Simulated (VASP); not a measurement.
**Vacuum and the quasiparticle gap of a sheet of WSe2 monolayer**

How does the G0W0 gap of a single sheet of WSe2 monolayer depend on the vacuum between its repeats?

Main program and level: VASP 6.6.1; PBE, no spin polarisation; plane waves and PAW (W, Se), in the first sound run; inputs show where later runs differ.

Report form: the programs' logs are mostly left out.

**1. The structure**

The cell holds 3 atoms: 1 W and 2 Se. Cell: a = 3.320 Å, b = 3.320 Å, c = 11.000 Å, α = 90.0°, β = 90.0°, γ = 120.0°. Vacuum lies along c.

Structure file:

```xyz
3
Lattice="3.3200 0.0000 0.0000 -1.6600 2.8752 0.0000 0.0000 0.0000 11.0000" Properties=species:S:1:pos:R:3
W     0.0000    1.9168    5.5000
Se    1.6600    0.9584    7.1700
Se    1.6600    0.9584    3.8300
```

**2. Relaxation**

The atoms are relaxed first inside the given cell, which is kept (ISIF = 2), since band edges depend on the positions.

INCAR

```
SYSTEM = WSe2
PREC = Accurate
ENCUT = 400
EDIFF = 1E-06
NELM = 100
ISMEAR = 0
SIGMA = 0.05
LREAL = .FALSE.
ALGO = Normal
GGA = PE
NBANDS = 15
LASPH = .TRUE.
LWAVE = .FALSE.
LCHARG = .FALSE.
KPAR = 4
IBRION = 2
NSW = 60
ISIF = 2
EDIFFG = -0.01
```

POSCAR

```
WSe2
1.0
    3.3200000000      0.0000000000      0.0000000000
   -1.6600000000      2.8752043406      0.0000000000
    0.0000000000      0.0000000000     11.0000000000
W Se
1 2
Direct
    0.3333333333      0.6666666667      0.5000000000
    0.6666666667      0.3333333333      0.6518181818
    0.6666666667      0.3333333333      0.3481818182
```

KPOINTS

```
Automatic mesh
0
Gamma
7 7 1
0 0 0
```

PAW data sets: W and Se (PBE family, release 64).

On the command line:

```bash
> mpirun -np 8 vasp_std
```

Run time: 4.6 s. Hardware: 8 MPI ranks of AMD EPYC 9R45, shared host; peak memory 1.3 GiB.

The data set W keeps the semicore shell frozen, which is cheaper and a little less accurate. The run keeps the 12 symmetry operations of its start, so it cannot find a distortion of lower symmetry.

The steps of the relaxation:

| step | energy less that of the first step (eV) | largest force (eV/Å) |
| --- | --- | --- |
| 1 | 0.0000 | 0.0942 |
| 2 | -0.0005 | 0.0148 |
| 3 | -0.0005 | 0.0019 |

Final coordinates:

```xyz
3
Lattice="3.3200 0.0000 0.0000 -1.6600 2.8752 0.0000 0.0000 0.0000 11.0000" Properties=species:S:1:pos:R:3
W     0.0000    1.9168    5.5000
Se    1.6600    0.9584    7.1755
Se    1.6600    0.9584    3.8245
```

This step gave:

```
free energy (TOTEN) : -21.67 eV
Fermi energy        : 0.7491 eV
```

At PBE, with these data sets, the largest force is down to 0.0019 eV/Å.

**3. Ground state**

This step: PBE, no spin polarisation; plane waves and PAW (W_sv_GW, Se_GW) (VASP 6.6.1).

The orbitals come from a self-consistent PBE run with a tight EDIFF and a narrow smearing. KPOINTS_OPT adds the bands along a path, which shows whether the mesh holds the band edges.

INCAR

```
SYSTEM = WSe2
PREC = Accurate
ENCUT = 340
EDIFF = 1E-08
NELM = 100
ISMEAR = 0
SIGMA = 0.01
LREAL = .FALSE.
ALGO = Normal
GGA = PE
NBANDS = 19
LASPH = .TRUE.
LORBIT = 11
LWAVE = .TRUE.
LCHARG = .FALSE.
KPAR = 8
```

POSCAR

```
WSe2
1.0
    3.3200000000      0.0000000000      0.0000000000
   -1.6600000000      2.8752043406      0.0000000000
    0.0000000000      0.0000000000     11.0000000000
W Se
1 2
Direct
    0.3333333333      0.6666666667      0.5000000000
    0.6666666667      0.3333333333      0.6523179320
    0.6666666667      0.3333333333      0.3476820680
```

KPOINTS

```
Automatic mesh
0
Gamma
9 9 1
0 0 0
```

KPOINTS_OPT

```
Line mode
12
Line-mode
Reciprocal
  0.00000000   0.00000000   0.00000000 GAMMA
  0.50000000   0.00000000   0.00000000 M

  0.50000000   0.00000000   0.00000000 M
  0.33333333   0.33333333   0.00000000 K

  0.33333333   0.33333333   0.00000000 K
  0.00000000   0.00000000   0.00000000 GAMMA

  0.00000000   0.00000000   0.00000000 GAMMA
  0.00000000   0.00000000   0.50000000 A

  0.00000000   0.00000000   0.50000000 A
  0.50000000   0.00000000   0.50000000 L

  0.50000000   0.00000000   0.50000000 L
  0.33333333   0.33333333   0.50000000 H

  0.33333333   0.33333333   0.50000000 H
  0.00000000   0.00000000   0.50000000 A

  0.50000000   0.00000000   0.50000000 L
  0.50000000   0.00000000   0.00000000 M

  0.33333333   0.33333333   0.00000000 K
  0.33333333   0.33333333   0.50000000 H
```

The projector-augmented-wave data sets are W_sv_GW and Se_GW (PBE family, release 64).

On the command line:

```bash
> mpirun -np 8 vasp_std
```

Run time: 13 s. Hardware: 8 MPI ranks; peak memory 1.4 GiB; 89 s of CPU time.

Numbers from this step:

* free energy (TOTEN): -23.69 eV
* Fermi energy: 1.687 eV
* least gap on mesh and path: 1.541 eV
* least direct gap on mesh and path: 1.541 eV

The highest empty bands on the path are converged less tightly, to about 0.1 eV. Electronic bands along the path, in eV, zero at the valence-band top; v1 is the highest filled band, c1 the lowest empty one:

```
          point     v4     v3     v2     v1    c1    c2    c3    c4
              Γ  -2.13  -1.24  -1.24  -0.32  2.90  2.90  3.07  3.07
0.45 of the way  -2.15  -1.72  -1.55  -0.80  1.92  2.43  2.64  3.78
              M  -2.97  -2.11  -0.98  -0.95  2.34  2.72  3.69  4.34
0.45 of the way  -3.21  -2.51  -2.11  -0.41  2.17  2.92  3.44  4.20
              K  -3.72  -3.25  -2.32   0.00  1.54  2.84  3.45  4.85
0.55 of the way  -2.96  -1.91  -1.24  -0.79  1.73  2.38  2.48  4.07
              Γ  -2.13  -1.24  -1.24  -0.32  2.90  2.90  3.07  3.07
0.55 of the way  -2.14  -1.24  -1.24  -0.31  2.90  2.90  3.07  3.07
              A  -2.14  -1.24  -1.24  -0.30  2.90  2.90  3.07  3.07
0.55 of the way  -2.38  -1.73  -1.51  -1.02  1.98  2.31  2.83  3.97
              L  -2.97  -2.11  -0.98  -0.95  2.34  2.72  3.67  4.36
0.55 of the way  -3.25  -2.87  -2.14  -0.34  2.06  3.03  3.25  4.35
              H  -3.72  -3.25  -2.32   0.00  1.54  2.83  3.46  4.84
0.55 of the way  -2.96  -1.91  -1.24  -0.79  1.75  2.39  2.45  4.04
              A  -2.14  -1.24  -1.24  -0.30  2.90  2.90  3.07  3.07
      jump to L  -2.97  -2.11  -0.98  -0.95  2.34  2.72  3.67  4.36
0.45 of the way  -2.97  -2.11  -0.98  -0.95  2.34  2.72  3.68  4.35
              M  -2.97  -2.11  -0.98  -0.95  2.34  2.72  3.69  4.34
      jump to K  -3.72  -3.25  -2.32   0.00  1.54  2.84  3.45  4.85
0.55 of the way  -3.72  -3.25  -2.32   0.00  1.54  2.84  3.46  4.85
              H  -3.72  -3.25  -2.32   0.00  1.54  2.83  3.46  4.84
```

The cell has a gap of 1.54 eV on mesh and path. Spin-orbit coupling is left out, which can shift or reorder these edges. Forces of up to 0.074 eV/Å remain in these settings.

**4. Empty bands, box 11 Å**

ALGO = Exact makes the empty bands from the converged ground state in one step. LOPTICS writes the k-derivatives of the orbitals (WAVEDER), which give the long-wavelength limit of the screening.

INCAR

```
SYSTEM = WSe2
PREC = Accurate
ENCUT = 340
ISMEAR = 0
SIGMA = 0.01
LREAL = .FALSE.
GGA = PE
NBANDS = 208
LASPH = .TRUE.
ALGO = Exact
NELM = 1
LWAVE = .TRUE.
LCHARG = .FALSE.
LOPTICS = .TRUE.
NEDOS = 1000
CSHIFT = 0.1
```

POSCAR is that of step 3.

KPOINTS is that of step 3.

On the command line:

```bash
> mpirun -np 8 vasp_std
```

The job ended after 14 s (8 MPI ranks; peak memory 1.6 GiB; 97 s of CPU time).

The gap is read on the k-mesh alone, so it is an upper bound where the band edges lie off the mesh.

Numbers from this step:

```
gap on the k-mesh              : 1.541 eV
least direct gap on the k-mesh : 1.541 eV
```

WAVECAR now holds 208 bands for 26 electrons.

**5. G0W0, box 11 Å, bands in the sums 208**

This step: G0W0 on PBE, no spin polarisation; plane waves and PAW (W_sv_GW, Se_GW) (VASP 6.6.1).

One pass of GW corrects the levels to first order, with G and W from the starting orbitals.

INCAR

```
SYSTEM = WSe2
PREC = Accurate
ENCUT = 340
ISMEAR = 0
SIGMA = 0.01
LREAL = .FALSE.
GGA = PE
NBANDS = 208
LASPH = .TRUE.
ALGO = EVGW0
NELMGW = 1
ENCUTGW = 90
NOMEGA = 48
PRECFOCK = Fast
NBANDSGW = 24
LWAVE = .FALSE.
LCHARG = .FALSE.
```

POSCAR is that of step 4.

KPOINTS is that of step 4.

On the command line:

```bash
> mpirun -np 8 vasp_std
```

The job ended after 97 s (8 MPI ranks; peak memory 1.9 GiB).

Numbers from this step:

| Item | Value |
| --- | --- |
| quasiparticle gap on the mesh | 2.296 eV |
| smallest direct quasiparticle gap on the mesh | 2.296 eV |
| gap of the starting orbitals on the mesh | 1.541 eV |

GW takes the gap from 1.541 to 2.296 eV. The sheet keeps a typed, unrelaxed lattice constant, and the Coulomb interaction between its repeats isn't cut. Spin-orbit coupling is left out. The value holds for 208 bands, ENCUTGW = 90 eV and this mesh, and isn't shown to be converged in them. VASP warns that the automatic setting of its frequency mesh failed and advises more k points, so the value is in doubt.

**6. Ground state with more vacuum, box 12.5 Å, height 12.5**

This step: PBE, no spin polarisation; plane waves and PAW (W_sv_GW, Se_GW) (VASP 6.6.1).

The cell is made 12.5 Å high around the same sheet, and the chain is run again; the band count grows with the volume, so that the sums reach the same energy.

INCAR

```
SYSTEM = WSe2
PREC = Accurate
ENCUT = 340
EDIFF = 1E-08
NELM = 100
ISMEAR = 0
SIGMA = 0.01
LREAL = .FALSE.
ALGO = Normal
GGA = PE
NBANDS = 19
LASPH = .TRUE.
LORBIT = 11
LWAVE = .TRUE.
LCHARG = .FALSE.
KPAR = 8
```

POSCAR

```
WSe2
1.0
    3.3200000000      0.0000000000      0.0000000000
   -1.6600000000      2.8752043406      0.0000000000
    0.0000000000      0.0000000000     12.5000000000
W Se
1 2
Direct
    0.3333333333      0.6666666667      0.5000000000
    0.6666666667      0.3333333333      0.6340397802
    0.6666666667      0.3333333333      0.3659602198
```

KPOINTS is that of step 5.

On the command line:

```bash
> mpirun -np 8 vasp_std
```

Wall time 6.6 s (8 MPI ranks); peak memory 1.3 GiB; 43 s of CPU time.

Numbers from this step:

* Fermi energy: 0.7468 eV

**7. Empty bands, box 12.5 Å, height 12.5**

The empty bands are made again, for the run that follows.

INCAR

```
SYSTEM = WSe2
PREC = Accurate
ENCUT = 340
ISMEAR = 0
SIGMA = 0.01
LREAL = .FALSE.
GGA = PE
NBANDS = 232
LASPH = .TRUE.
ALGO = Exact
NELM = 1
LWAVE = .TRUE.
LCHARG = .FALSE.
LOPTICS = .TRUE.
NEDOS = 1000
CSHIFT = 0.1
```

POSCAR is that of step 6.

KPOINTS is that of step 6.

On the command line:

```bash
> mpirun -np 8 vasp_std
```

It took 18 s on 8 MPI ranks; peak memory 1.8 GiB.

WAVECAR now holds 232 bands for 26 electrons.

**8. G0W0, box 12.5 Å, bands in the sums 232, height 12.5**

This step: G0W0 on PBE, no spin polarisation; plane waves and PAW (W_sv_GW, Se_GW) (VASP 6.6.1).

G0W0 in the taller cell, at the same response cutoff, frequencies and mesh.

INCAR

```
SYSTEM = WSe2
PREC = Accurate
ENCUT = 340
ISMEAR = 0
SIGMA = 0.01
LREAL = .FALSE.
GGA = PE
NBANDS = 232
LASPH = .TRUE.
ALGO = EVGW0
NELMGW = 1
ENCUTGW = 90
NOMEGA = 48
PRECFOCK = Fast
NBANDSGW = 24
LWAVE = .FALSE.
LCHARG = .FALSE.
```

POSCAR is that of step 7.

KPOINTS is that of step 7.

On the command line:

```bash
> mpirun -np 8 vasp_std
```

It took 1.9 min on 8 MPI ranks; peak memory 2.3 GiB.

The gap is now 2.347 eV, +51 meV against the lowest cell. Of the change against the lowest cell, +0 meV is already in the starting gap. The sheet keeps a typed, unrelaxed lattice constant, and the Coulomb interaction between its repeats isn't cut. Spin-orbit coupling is left out. VASP warns that the automatic setting of its frequency mesh failed and advises more k points, so the value is in doubt.

**9. Ground state with more vacuum, box 14 Å, height 14**

This step: PBE, no spin polarisation; plane waves and PAW (W_sv_GW, Se_GW) (VASP 6.6.1).

The cell is made 14 Å high around the same sheet, and the chain is run again; the band count grows with the volume, so that the sums reach the same energy.

INCAR

```
SYSTEM = WSe2
PREC = Accurate
ENCUT = 340
EDIFF = 1E-08
NELM = 100
ISMEAR = 0
SIGMA = 0.01
LREAL = .FALSE.
ALGO = Normal
GGA = PE
NBANDS = 19
LASPH = .TRUE.
LORBIT = 11
LWAVE = .TRUE.
LCHARG = .FALSE.
KPAR = 8
```

POSCAR

```
WSe2
1.0
    3.3200000000      0.0000000000      0.0000000000
   -1.6600000000      2.8752043406      0.0000000000
    0.0000000000      0.0000000000     14.0000000000
W Se
1 2
Direct
    0.3333333333      0.6666666667      0.5000000000
    0.6666666667      0.3333333333      0.6196783751
    0.6666666667      0.3333333333      0.3803216249
```

KPOINTS is that of step 8.

On the command line:

```bash
> mpirun -np 8 vasp_std
```

The job ended after 7.2 s (8 MPI ranks; peak memory 1.4 GiB).

**10. Empty bands, box 14 Å, height 14**

INCAR

```
SYSTEM = WSe2
PREC = Accurate
ENCUT = 340
ISMEAR = 0
SIGMA = 0.01
LREAL = .FALSE.
GGA = PE
NBANDS = 264
LASPH = .TRUE.
ALGO = Exact
NELM = 1
LWAVE = .TRUE.
LCHARG = .FALSE.
LOPTICS = .TRUE.
NEDOS = 1000
CSHIFT = 0.1
```

POSCAR is that of step 9.

KPOINTS is that of step 9.

On the command line:

```bash
> mpirun -np 8 vasp_std
```

Elapsed: 22 s, on 8 MPI ranks; peak memory 2.1 GiB.

WAVECAR now holds 264 bands for 26 electrons.

**11. G0W0, box 14 Å, bands in the sums 264, height 14**

This step: G0W0 on PBE, no spin polarisation; plane waves and PAW (W_sv_GW, Se_GW) (VASP 6.6.1).

INCAR

```
SYSTEM = WSe2
PREC = Accurate
ENCUT = 340
ISMEAR = 0
SIGMA = 0.01
LREAL = .FALSE.
GGA = PE
NBANDS = 264
LASPH = .TRUE.
ALGO = EVGW0
NELMGW = 1
ENCUTGW = 90
NOMEGA = 48
PRECFOCK = Fast
NBANDSGW = 24
LWAVE = .FALSE.
LCHARG = .FALSE.
```

POSCAR is that of step 10.

KPOINTS is that of step 10.

On the command line:

```bash
> mpirun -np 8 vasp_std
```

Run time: 2.2 min. Hardware: 8 MPI ranks; peak memory 2.6 GiB.

The gap is now 2.387 eV, +91 meV against the lowest cell. Of the change against the lowest cell, +0 meV is already in the starting gap. The sheet keeps a typed, unrelaxed lattice constant, and the Coulomb interaction between its repeats isn't cut. Spin-orbit coupling is left out. VASP warns that the automatic setting of its frequency mesh failed and advises more k points, so the value is in doubt.

**12. Ground state with more vacuum, box 18 Å, height 18**

This step: PBE, no spin polarisation; plane waves and PAW (W_sv_GW, Se_GW) (VASP 6.6.1).

The cell is made 18 Å high around the same sheet, and the chain is run again; the band count grows with the volume, so that the sums reach the same energy.

INCAR

```
SYSTEM = WSe2
PREC = Accurate
ENCUT = 340
EDIFF = 1E-08
NELM = 100
ISMEAR = 0
SIGMA = 0.01
LREAL = .FALSE.
ALGO = Normal
GGA = PE
NBANDS = 19
LASPH = .TRUE.
LORBIT = 11
LWAVE = .TRUE.
LCHARG = .FALSE.
KPAR = 8
```

POSCAR

```
WSe2
1.0
    3.3200000000      0.0000000000      0.0000000000
   -1.6600000000      2.8752043406      0.0000000000
    0.0000000000      0.0000000000     18.0000000000
W Se
1 2
Direct
    0.3333333333      0.6666666667      0.5000000000
    0.6666666667      0.3333333333      0.5930831807
    0.6666666667      0.3333333333      0.4069168193
```

KPOINTS is that of step 11.

On the command line:

```bash
> mpirun -np 8 vasp_std
```

It took 8.8 s on 8 MPI ranks; peak memory 1.7 GiB.

**13. Empty bands, box 18 Å, height 18**

INCAR

```
SYSTEM = WSe2
PREC = Accurate
ENCUT = 340
ISMEAR = 0
SIGMA = 0.01
LREAL = .FALSE.
GGA = PE
NBANDS = 336
LASPH = .TRUE.
ALGO = Exact
NELM = 1
LWAVE = .TRUE.
LCHARG = .FALSE.
LOPTICS = .TRUE.
NEDOS = 1000
CSHIFT = 0.1
```

POSCAR is that of step 12.

KPOINTS is that of step 12.

On the command line:

```bash
> mpirun -np 8 vasp_std
```

The job ended after 41 s (8 MPI ranks; peak memory 2.8 GiB).

WAVECAR now holds 336 bands for 26 electrons.

**14. G0W0, box 18 Å, bands in the sums 336, height 18**

This step: G0W0 on PBE, no spin polarisation; plane waves and PAW (W_sv_GW, Se_GW) (VASP 6.6.1).

INCAR

```
SYSTEM = WSe2
PREC = Accurate
ENCUT = 340
ISMEAR = 0
SIGMA = 0.01
LREAL = .FALSE.
GGA = PE
NBANDS = 336
LASPH = .TRUE.
ALGO = EVGW0
NELMGW = 1
ENCUTGW = 90
NOMEGA = 48
PRECFOCK = Fast
NBANDSGW = 24
LWAVE = .FALSE.
LCHARG = .FALSE.
```

POSCAR is that of step 13.

KPOINTS is that of step 13.

On the command line:

```bash
> mpirun -np 8 vasp_std
```

Wall time 3.7 min (8 MPI ranks); peak memory 3.6 GiB.

The gap is now 2.482 eV, +186 meV against the lowest cell. Of the change against the lowest cell, +0 meV is already in the starting gap. The sheet keeps a typed, unrelaxed lattice constant, and the Coulomb interaction between its repeats isn't cut. Spin-orbit coupling is left out. VASP warns that the automatic setting of its frequency mesh failed and advises more k points, so the value is in doubt.

**15. Ground state with more vacuum, box 23 Å, height 23**

This step: PBE, no spin polarisation; plane waves and PAW (W_sv_GW, Se_GW) (VASP 6.6.1).

The cell is made 23 Å high around the same sheet, and the chain is run again; the band count grows with the volume, so that the sums reach the same energy.

INCAR

```
SYSTEM = WSe2
PREC = Accurate
ENCUT = 340
EDIFF = 1E-08
NELM = 100
ISMEAR = 0
SIGMA = 0.01
LREAL = .FALSE.
ALGO = Normal
GGA = PE
NBANDS = 19
LASPH = .TRUE.
LORBIT = 11
LWAVE = .TRUE.
LCHARG = .FALSE.
KPAR = 8
```

POSCAR

```
WSe2
1.0
    3.3200000000      0.0000000000      0.0000000000
   -1.6600000000      2.8752043406      0.0000000000
    0.0000000000      0.0000000000     23.0000000000
W Se
1 2
Direct
    0.3333333333      0.6666666667      0.5000000000
    0.6666666667      0.3333333333      0.5728477066
    0.6666666667      0.3333333333      0.4271522934
```

KPOINTS is that of step 14.

On the command line:

```bash
> mpirun -np 8 vasp_std
```

Run time: 11 s. Hardware: 8 MPI ranks; peak memory 1.9 GiB.

**16. Empty bands, box 23 Å, height 23**

INCAR

```
SYSTEM = WSe2
PREC = Accurate
ENCUT = 340
ISMEAR = 0
SIGMA = 0.01
LREAL = .FALSE.
GGA = PE
NBANDS = 432
LASPH = .TRUE.
ALGO = Exact
NELM = 1
LWAVE = .TRUE.
LCHARG = .FALSE.
LOPTICS = .TRUE.
NEDOS = 1000
CSHIFT = 0.1
```

POSCAR is that of step 15.

KPOINTS is that of step 15.

On the command line:

```bash
> mpirun -np 8 vasp_std
```

The job ended after 83 s (8 MPI ranks; peak memory 4 GiB; 10 min of CPU time).

WAVECAR now holds 432 bands for 26 electrons.

**17. G0W0, box 23 Å, bands in the sums 432, height 23**

This step: G0W0 on PBE, no spin polarisation; plane waves and PAW (W_sv_GW, Se_GW) (VASP 6.6.1).

INCAR

```
SYSTEM = WSe2
PREC = Accurate
ENCUT = 340
ISMEAR = 0
SIGMA = 0.01
LREAL = .FALSE.
GGA = PE
NBANDS = 432
LASPH = .TRUE.
ALGO = EVGW0
NELMGW = 1
ENCUTGW = 90
NOMEGA = 48
PRECFOCK = Fast
NBANDSGW = 24
LWAVE = .FALSE.
LCHARG = .FALSE.
```

POSCAR is that of step 16.

KPOINTS is that of step 16.

On the command line:

```bash
> mpirun -np 8 vasp_std
```

It took 6.1 min on 8 MPI ranks; peak memory 5.1 GiB.

The gap is now 2.568 eV, +272 meV against the lowest cell. Of the change against the lowest cell, +0 meV is already in the starting gap. The sheet keeps a typed, unrelaxed lattice constant, and the Coulomb interaction between its repeats isn't cut. Spin-orbit coupling is left out. VASP warns that the automatic setting of its frequency mesh failed and advises more k points, so the value is in doubt.

**18. Summary**

This step: GW series: G0W0 on PBE; plane waves and PAW (VASP 6.6.1).

Derived from the runs above.

Gaps by cell height:

```csv
cell height (Å),bands,Kohn-Sham gap at PBE (eV),quasiparticle gap (eV),direct quasiparticle gap (eV),cost (core minutes)
11,208,1.541,2.296,2.296,14.8
12.5,232,1.541,2.347,2.347,17.47
14,264,1.542,2.387,2.387,20.27
18,336,1.542,2.482,2.482,35.07
23,432,1.541,2.568,2.568,60
```

**19. Outcome**

```yaml
g0w0_on_pbe_208_bands_encutgw_90_ev_nomega_48_mesh_9x9x1: 1.541 → 2.296 eV
```

In words: G0W0 gives a quasiparticle gap of 2.296 eV on the mesh in the lowest cell, 0.75 eV over the PBE gap on the same mesh. On mesh and path the starting valence top lies at (0.333, 0.333) and the conduction bottom at (0.333, 0.333), so the starting gap is direct. Both points lie on the GW mesh. From a height of 11 to 23 Å the starting gap changes by +0 meV and the G0W0 gap by +272 meV: the repeated sheets screen one another through the long-range Coulomb interaction, which isn't cut here. A line against one over the height, fitted to all points, misses them by up to 11 meV and gives 2.81 eV at infinite height. Fitted without the tallest cell, the line predicts 2.541 eV for it, against 2.568 eV computed. The in-plane mesh is fixed, and for a sheet its error grows with the height, so the extrapolated value isn't the converged gap of the free sheet. Bands, response cutoff and mesh weren't tested for convergence. Spin-orbit coupling is left out; with W and Se in the cell it can split or shift band edges, by an amount that depends on which atoms form them and isn't tested here. VASP warned that the automatic setting of its frequency mesh failed, and advised more k points, in all GW runs. Those values are in doubt. Not tabulated here, as repeats of values shown or as unfit to read for their mesh, reference level or band range: pressures of a box with vacuum or a charge (ground state, ground state with more vacuum, relaxation); gaps (empty bands, relaxation); eps2 curves (empty bands); eps1 curves and static values (empty bands).

[Lines on the potential files, build, host, timing and source positions are cut from VASP's logs without a mark.]

[Logs are printed without paths, hosts, clocks, repeated set-up lines and the standing remarks that a program may print on its own settings, such as how far it seeks lower states.]

[Hosts, paths, dates, database ids (printed as entryN), source tags and the programs' standing remarks are cut or masked in the printed files.]

[Pressures printed for these runs are not shown converged in the cutoff: they can be off by several GPa and have the wrong sign.]
